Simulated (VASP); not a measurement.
# ZnO (P6_3mc) in VASP: notebook

The runs below take ZnO through relaxation of cell and atoms, with PBE.

All numbers are computed with VASP 6.6.1; they aren't measurements. Logs are shortened: lines on timing, memory, paths and dates and some standing lists are left out, and cuts for length are marked.

**1. Starting point**

Symmetry: P6_3mc, No. 186, hexagonal system. Conventional cell: a = 3.249 Å, b = 3.249 Å, c = 5.206 Å, α = 90.00°, β = 90.00°, γ = 120.00°. Zn (site symmetry 3m) is surrounded by 4 O at 1.97 to 1.98 Å. O (site symmetry 3m) has 4 Zn at 1.97 to 1.98 Å as nearest neighbours.

**2. Relaxation of cell and atoms, PBE**

Contents of INCAR:

```
SYSTEM = ZnO
  ALGO = Fast
  AMIX = 0.2
  EDIFF = 1E-7
  EDIFFG = -0.002
  ENCUT = 520
  GGA = PE
  IBRION = 2
  ISIF = 3
  ISMEAR = 0
  LASPH = .TRUE.
  LCHARG = .FALSE.
  LREAL = .FALSE.
  LWAVE = .FALSE.
  NELM = 60
  NSW = 80
  PREC = Accurate
  SIGMA = 0.02
```

Contents of KPOINTS:

```
k-points
0
G
  12 12 6
  0 0 0
```

Contents of POSCAR:

```
ZnO
1.0
    3.2493080000      0.0000000000      0.0000000000
   -1.6246540000      2.8139832700      0.0000000000
    0.0000000000      0.0000000000      5.2057090000
Zn O
2 2
Direct
    0.3333333300      0.6666666700      0.5000000000
    0.6666666700      0.3333333300      0.0000000000
    0.6666666700      0.3333333300      0.3790100000
    0.3333333300      0.6666666700      0.8790100000
```

Potentials or basis: VASP PAW PBE potentials, release 64 (Zn, O).

Launch:

```bash
$ cat potpaw_PBE.64/Zn/POTCAR potpaw_PBE.64/O/POTCAR > POTCAR
$ mpirun -np 1 vasp_std > vasp.out
```

OUTCAR:

```text
SYSTEM = ZnO
   AMIX = 0.2
   EDIFF = 1E-7
   EDIFFG = -0.002
   ENCUT = 520
   GGA = PE
   IBRION = 2
   ISIF = 3
   ISMEAR = 0
   LASPH = .TRUE.
   LREAL = .FALSE.
   NELM = 60
   NSW = 80
   PREC = Accurate

 ion  position               nearest neighbor table
   1  0.333  0.667  0.500-   4 1.97   3 1.98   3 1.98   3 1.98
   2  0.667  0.333  0.000-   3 1.97   4 1.98   4 1.98   4 1.98
   3  0.667  0.333  0.379-   2 1.97   1 1.98   1 1.98   1 1.98
   4  0.333  0.667  0.879-   1 1.97   2 1.98   2 1.98   2 1.98

  LATTYP: Found a hexagonal cell.
 ALAT       =     3.2493080000
 C/A-ratio  =     1.6020977390

  Lattice vectors:

 A1 = (   3.2493080000,   0.0000000000,   0.0000000000)
 A2 = (  -1.6246540000,   2.8139832700,   0.0000000000)
 A3 = (   0.0000000000,   0.0000000000,   5.2057090000)

Analysis of symmetry for initial positions (statically):
=====================================================================
 Subroutine PRICEL returns:
 Original cell was already a primitive cell.

 Routine SETGRP: Setting up the symmetry group for a
 hexagonal supercell.

 Subroutine GETGRP returns: Found 12 space group operations
 (whereof  6 operations were pure point group operations)
 out of a pool of 24 trial point group operations.

The static configuration has the point symmetry C_3v.
 The point group associated with its full space group is C_6v.

Analysis of symmetry for dynamics (positions and initial velocities):
=====================================================================
 Subroutine PRICEL returns:
 Original cell was already a primitive cell.

 Routine SETGRP: Setting up the symmetry group for a
 hexagonal supercell.

 Subroutine GETGRP returns: Found 12 space group operations
 (whereof  6 operations were pure point group operations)
 out of a pool of 24 trial point group operations.

The dynamic configuration has the point symmetry C_3v.
 The point group associated with its full space group is C_6v.

 Subroutine INISYM returns: Found 12 space group operations
 (whereof  6 operations are pure point group operations),
 and found     1 'primitive' translations

----------------------------------------------------------------------------------------

[... 117 lines left out ...]
  volume/ion in A,a.u.               =      11.90        80.30
  Fermi-wavevector in a.u.,A,eV,Ry     =   1.491574  2.818667 30.270160  2.224794
  Thomas-Fermi vector in A             =   2.604212
   LORBIT       =      0    0 simple, 1 ext, 2 COOP (PROOUT), +10 PAW based schemes
   GGA     = PE    functional components
   LHFCALC =     F    Hartree Fock is set to
   AEXX    =    0.0000 exact exchange contribution
   IVDW    =     0    specifies the selected vdW correction
   LEPSILON=     F    determine dielectric tensor
   LRPA    =     F    only Hartree local field effects (RPA)
 conjugate gradient relaxation of ions
 non-spin polarized calculation
 RMM-DIIS sequential band-by-band and
 Gauss-broadening in eV      SIGMA  =   0.02
  energy-cutoff  :      520.00
  volume of cell :       47.60
 maximum number of plane-waves:      1302
   NGX = 13   NGY = 13   NGZ = 19

--------------------------------------- Ionic step        1  -------------------------------------------

 number of electron      36.0000017 magnetization

 Free energy of the ion-electron system (eV)
  ---------------------------------------------------
  ext. energy  EPLUGINS =         0.00000000
  ---------------------------------------------------
  free energy    TOTEN  =       -17.82239365 eV

  energy without entropy =      -17.82239365  energy(sigma->0) =      -17.82239365

------------------------ aborting loop because EDIFF is reached ----------------------------------------

  FORCE on cell =-STRESS in cart. coord.  units (eV):
  Direction    XX          YY          ZZ          XY          YZ          ZX
  --------------------------------------------------------------------------------------
  -------------------------------------------------------------------------------------
  Total        1.6028699      1.6028699      2.1269052      0.0000000      0.0000000      0.0000000
  in kB       53.9531216     53.9531215     71.5923205      0.0000000      0.0000000      0.0000000
  external PRESSURE =      59.8328546 kB  Pullay stress =       0.0000000 kB
[... 95 lines left out ...]
  FREE ENERGIE OF THE ION-ELECTRON SYSTEM (eV)
  ---------------------------------------------------
  free  energy   TOTEN  =       -17.8599516268 eV

  energy  without entropy=      -17.8599516268  energy(sigma->0) =      -17.85995163

[... ionic steps 4 to 14 ...]

--------------------------------------- Ionic step       15  -------------------------------------------

 number of electron      36.0000037 magnetization

------------------------ aborting loop because EDIFF is reached ----------------------------------------
[... 71 lines left out ...]
--------------------------------------- Ionic step       17  -------------------------------------------

 number of electron      36.0000037 magnetization

 Free energy of the ion-electron system (eV)
  ---------------------------------------------------
  ext. energy  EPLUGINS =         0.00000000
  ---------------------------------------------------
  free energy    TOTEN  =       -17.86008488 eV

  energy without entropy =      -17.86008488  energy(sigma->0) =      -17.86008488

 E-fermi :   1.0006     XC(G=0): -10.6915

 val. band max:        0.8387402666   @ k =   0.0000   0.0000   0.0000
 cond. band min:       1.5572802657   @ k =   0.0000   0.0000   0.0000
 fundamental gap:      0.7185399990
 Fermi energy:         1.0006456866

 k-point     1 :       0.0000    0.0000    0.0000
  band No.  band energies     occupation
      1     -16.9293      2.00000
      2     -16.2714      2.00000
      3      -4.6698      2.00000
      4      -4.6698      2.00000
      5      -4.6310      2.00000
      6      -4.4959      2.00000
[... 589 lines left out ...]
     21       8.9965      0.00000
     22       9.5452      0.00000

 [... further k-points ...]

------------------------ aborting loop because EDIFF is reached ----------------------------------------

  FORCE on cell =-STRESS in cart. coord.  units (eV):
  Direction    XX          YY          ZZ          XY          YZ          ZX
  --------------------------------------------------------------------------------------
  -------------------------------------------------------------------------------------
  Total       -0.0027015     -0.0027015      0.0044023      0.0000000     -0.0000000      0.0000000
  in kB       -0.0872222     -0.0872222      0.1421346      0.0000000     -0.0000000      0.0000000
  external PRESSURE =      -0.0107699 kB  Pullay stress =       0.0000000 kB
[... 19 lines left out ...]
  FREE ENERGIE OF THE ION-ELECTRON SYSTEM (eV)
  ---------------------------------------------------
  free  energy   TOTEN  =       -17.8600848830 eV

  energy  without entropy=      -17.8600848830  energy(sigma->0) =      -17.86008488

 reached required accuracy - stopping structural energy minimisation
```

CONTCAR:

```text
ZnO
   1.00000000000000
     3.2867188901051811    0.0000000000000000    0.0000000000000000
    -1.6433594450525906    2.8463820511156217   -0.0000000000000000
    -0.0000000000000000    0.0000000000000000    5.3043403117278496
  Zn              O
     2     2
Direct
     0.3333333300000021    0.6666666699999979    0.4999616275725946
     0.6666666699999979    0.3333333300000021    0.9999616275725948
     0.6666666699999979    0.3333333300000021    0.3790483724274064
     0.3333333300000021    0.6666666699999979    0.8790483724274062

  0.00000000E+00  0.00000000E+00  0.00000000E+00
  0.00000000E+00  0.00000000E+00  0.00000000E+00
  0.00000000E+00  0.00000000E+00  0.00000000E+00
  0.00000000E+00  0.00000000E+00  0.00000000E+00
```

Run time: 3.7 min. Hardware: 1 thread of Intel Xeon 6975P-C (Granite Rapids), shared host; peak memory 0.21 GiB.

What came out:

| Item | Value |
| --- | --- |
| Free energy | -17.8601 eV |
| Relaxed volume | 12.41 Å³/atom |
| Relaxed cell | a = 3.287 Å, b = 3.287 Å, c = 5.304 Å, α = 90.00°, β = 90.00°, γ = 120.00° |
| Space group after relaxing (to 0.05 Å) | P6_3mc (No. 186) |
| Energy gained by relaxing | 9.4 meV/atom |
| Ionic steps | 17 |
| Pressure after relaxing | 0.0 GPa |
| Band gap on the k mesh | 0.72 eV, direct |

The path:
```
step  energy change (eV)  largest force (eV/Å)  pressure (GPa)  volume (Å³)
   1              0.0000                0.0740            5.98        47.60
   2             -0.0279                0.0275           -2.79        50.73
   3             -0.0376                0.0009           -0.01        49.63
   4             -0.0375                0.0020           -0.11        49.67
   5             -0.0376                0.0101           -0.03        49.62
   6             -0.0376                0.0135            0.14        49.59
   7             -0.0376                0.0121            0.03        49.61
   8             -0.0376                0.0121            0.08        49.60
   9             -0.0377                0.0108            0.00        49.62
  10             -0.0377                0.0100           -0.02        49.63
  11             -0.0377                0.0085           -0.08        49.65
  12             -0.0377                0.0097           -0.02        49.64
  13             -0.0377                0.0013            0.00        49.63
  14             -0.0377                0.0006           -0.01        49.63
  15             -0.0377                0.0003           -0.03        49.63
  16             -0.0377                0.0005            0.06        49.61
  17             -0.0377                0.0002            0.00        49.62
```

Final structure:
```xyz
4
Lattice="3.2867 0.0000 0.0000 -1.6434 2.8464 0.0000 0.0000 0.0000 5.3043" Properties=species:S:1:pos:R:3 pbc="T T T"
Zn    0.0000    1.8976    2.6520
Zn    1.6434    0.9488    5.3041
O     1.6434    0.9488    2.0106
O     0.0000    1.8976    4.6628
```

Levels at points of the mesh, in eV from the valence-band top:
```tsv
k point	band 15	band 16	band 17	band 18	band 19	band 20	band 21	band 22
(0.00, 0.00, 0.00)	-0.75	-0.08	0.00	0.00	0.72	5.07	8.05	12.69
(0.50, 0.00, 0.00)	-2.70	-2.12	-1.22	-0.79	5.60	6.81	7.52	8.22
(0.00, 0.00, 0.50)	-0.37	-0.37	-0.37	-0.37	3.35	3.35	9.89	9.89
(0.50, 0.00, 0.50)	-1.42	-1.42	-1.31	-1.31	5.63	5.63	8.19	8.19
```

PBE gaps usually lie below the measured ones, often by a third to a half. Zero-point motion and thermal expansion aren't in these numbers.

**3. Relaxation of cell and atoms, PBE**

This run uses another cell than the first one, of 12.41 Å³/atom, 1.043 times its volume.

INCAR is that of step 2.

KPOINTS is that of step 2.

Contents of POSCAR:

```
ZnO                                     
1.0
    3.2867188901      0.0000000000      0.0000000000
   -1.6433594451      2.8463820511     -0.0000000000
   -0.0000000000      0.0000000000      5.3043403117
  Zn              O             
     2     2
Direct
     0.3333333300000021    0.6666666699999979    0.4999616275725946
     0.6666666699999979    0.3333333300000021    0.9999616275725948
     0.6666666699999979    0.3333333300000021    0.3790483724274064
     0.3333333300000021    0.6666666699999979    0.8790483724274062
```

Potentials or basis: VASP PAW PBE potentials, release 64 (Zn, O).

Launch:

```bash
$ cat potpaw_PBE.64/Zn/POTCAR potpaw_PBE.64/O/POTCAR > POTCAR
$ mpirun -np 1 vasp_std > vasp.out
```

It took 56 s on 1 thread of Intel Xeon 6975P-C (Granite Rapids), shared host; peak memory 0.2 GiB.

It converged, with:

```yaml
Free_energy: -17.8622 eV
Relaxed_volume: 12.41 Å³/atom
Relaxed_cell: a = 3.287 Å, b = 3.287 Å, c = 5.305 Å, α = 90.00°, β = 90.00°, γ = 120.00°
Space_group_after_relaxing_to_0.05_Å: P6_3mc (No. 186)
Energy_gained_by_relaxing: 0.0 meV/atom
Ionic_steps: 3
Pressure_after_relaxing: 0.0 GPa
Band_gap_on_the_k_mesh: 0.72 eV, direct
```

Final structure:
```
Zn O
1.0
     3.28703    0.00000    0.00000
    -1.64351    2.84665    0.00000
     0.00000    0.00000    5.30539
Zn O
2 2
Direct
  0.33333 0.66667 0.49996
  0.66667 0.33333 0.99996
  0.66667 0.33333 0.37905
  0.33333 0.66667 0.87905
```

Levels at points of the mesh, in eV from the valence-band top:
```csv
k point,band 15,band 16,band 17,band 18,band 19,band 20,band 21,band 22
"(0.00, 0.00, 0.00)",-0.75,-0.08,0.00,0.00,0.72,5.07,8.05,12.69
"(0.50, 0.00, 0.00)",-2.70,-2.12,-1.22,-0.78,5.59,6.81,7.52,8.22
"(0.00, 0.00, 0.50)",-0.37,-0.37,-0.37,-0.37,3.34,3.34,9.89,9.89
"(0.50, 0.00, 0.50)",-1.42,-1.42,-1.30,-1.30,5.63,5.63,8.19,8.19
```
